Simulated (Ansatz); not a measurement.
## GaAs (F-43m) under pressure

```yaml
crystal:
  lattice:
    - [2.80145, 2.80145, 0.00000]
    - [-2.80145, 2.80145, 0.00000]
    - [0.00000, 2.80145, 2.80145]
  atoms:
    - { symbol: Ga, position: [0.00000, 0.00000, 0.00000] }
    - { symbol: As, position: [0.75000, 0.25000, 0.50000] }
```

This is the zero-pressure cell under LDA. Cell and atoms are relaxed by PAW (default files of Ansatz 0.2.0, cutoff 420 eV, stress met within about 0.05 GPa) at each pressure, in this structure whether or not another phase would take over; P is the pressure reached, less that of this cell. Levels come from LDA, all-electron LAPW in Ansatz 0.2.0, scalar-relativistic; k mesh 8×8×8, fixed occupations, basis error target 0.5 meV/atom. Conduction levels are in eV over the valence top (at Γ), at fixed fractional wave vectors («min» is a refined band extremum of the unstrained crystal off the named points). Zone-centre phonons come from finite displacements by PAW, without the LO-TO term.

```tsv
P (GPa)	V/V₀	Γ	L	min	X	T2 TO (cm⁻¹)
-1.99	1.0285	0.274	0.842	1.305	1.352	259.9
0.00	1.0000	0.485	0.921	1.264	1.301	269.0
1.99	0.9747	0.681	0.995	1.222	1.251	277.5
4.02	0.9526	0.860	1.063	1.183	1.205	285.3
7.01	?	?	?	?	?	?
9.98	0.8999	1.313	1.237	1.075	1.083	305.3
14.97	0.8653	1.632	1.360	0.993	0.992	319.8
```

Question: Fit the third-order Birch-Murnaghan equation to the rows shown.

Answer: With f = [(V₀/V)^(2/3) − 1]/2, the normalised pressure F = P/[3f(1 + 2f)^(5/2)] is 75.0 GPa at f = -0.0093, 73.9 GPa at f = 0.0086, 75.0 GPa at f = 0.0165, 76.6 GPa at f = 0.0364, 77.5 GPa at f = 0.0506. The line F = B₀[1 + (3/2)(B′ − 4)f] gives B₀ = 74.6 GPa and B′ = 4.5.

Question: What are the volume deformation potentials and pressure coefficients of these levels at zero pressure?

Answer: 

```csv
level,dE/dlnV (eV),dE/dP = −(dE/dlnV)/B₀ (meV/GPa),mean slope up to 2.0 GPa (meV/GPa)
Γ,-7.60,101.9,98.5
L,-2.86,38.4,37.2
min,1.56,-20.9,-20.8
X,1.88,-25.2,-24.7
```

dE/dlnV is the slope of a cubic fit in ln V at V₀. The last column is read from two rows and shows how the slope bends with pressure.

Question: What mode Grüneisen parameters follow?

Answer: γ = −d ln ω/d ln V at V₀ from a quadratic fit in ln V: T2 1.22.

Question: What belongs in the row at 7.01 GPa?

Answer: The fits give V/V₀ = 0.9242 and Γ = 1.099 eV. Computed: V/V₀ = 0.9242, Γ = 1.099, L = 1.154, min = 1.127, X = 1.142, T2 TO (cm⁻¹) = 295.8.

Question: Where does the lowest conduction level change its place?

Answer: From Γ to min near 7.3 GPa; from min to X near 14.4 GPa, by linear interpolation between the computed rows. Errors in the spacing of the valleys shift these pressures. A third level comes close at a crossing, so the order of the three isn't resolved there.

Keep in mind: no other phase was computed; many crystals of this kind change structure within this range, and rows or crossings beyond such a change describe a metastable lattice; no spin-orbit coupling on heavy atoms; the frozen-core PAW files of the relaxations were fitted under PBE, their cores solved anew for this functional; semilocal gaps are low, and the spacing of valleys can be off by tenths of an eV; levels are read at fixed fractional k, so an edge that moves off these points is missed.
